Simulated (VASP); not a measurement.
Bi: single point with PBE

The system is Bi.

```xyz
1
Lattice="0.0000 2.4913 2.4913 2.4913 0.0000 2.4913 2.4913 2.4913 0.0000" Properties=species:S:1:pos:R:3 pbc="T T T"
Bi    0.0000    0.0000    0.0000
```

The cell isn't the ideal one: Sb replaced by Bi, lengths x 1.039, strained and moved within the space group.

* Program: VASP 6.6.1
* Task: single point
* Functional: PBE
* Potentials or basis: VASP PAW PBE potentials, release 64 (Bi_d)
* Cutoff: 520 eV
* k mesh: 6 × 6 × 6
* Occupations: gaussian, width 0.1 eV
* Spin: no spin polarisation

The pressure is 1.2 GPa. The band gap on the k mesh is none (metal or under the smearing width).

Levels at points of the mesh, in eV from the Fermi level:
| k point | band 3 | band 4 | band 5 | band 6 | band 7 | band 8 | band 9 | band 10 | band 11 | band 12 |
| --- | --- | --- | --- | --- | --- | --- | --- | --- | --- | --- |
| (0.00, 0.00, 0.00) | -23.37 | -23.29 | -23.29 | -13.91 | 4.73 | 4.73 | 4.73 | 8.66 | 8.80 | 10.58 |
| (0.50, 0.00, 0.00) | -23.36 | -23.22 | -23.22 | -11.02 | -5.59 | 3.13 | 3.13 | 7.14 | 8.34 | 9.48 |
| (0.50, 0.50, 0.00) | -23.23 | -23.20 | -23.20 | -9.90 | -4.77 | 0.10 | 0.10 | 3.79 | 4.99 | 16.76 |

It took 15 s on 1 thread of AMD EPYC 7R13 Processor (Zen 3) (shared host), peak memory 0.11 GiB.

Caveat: the k mesh is coarse (spacing up to 0.36 Å⁻¹), so the values aren't converged; spin-orbit coupling is left out, which moves the levels of the heavy elements.
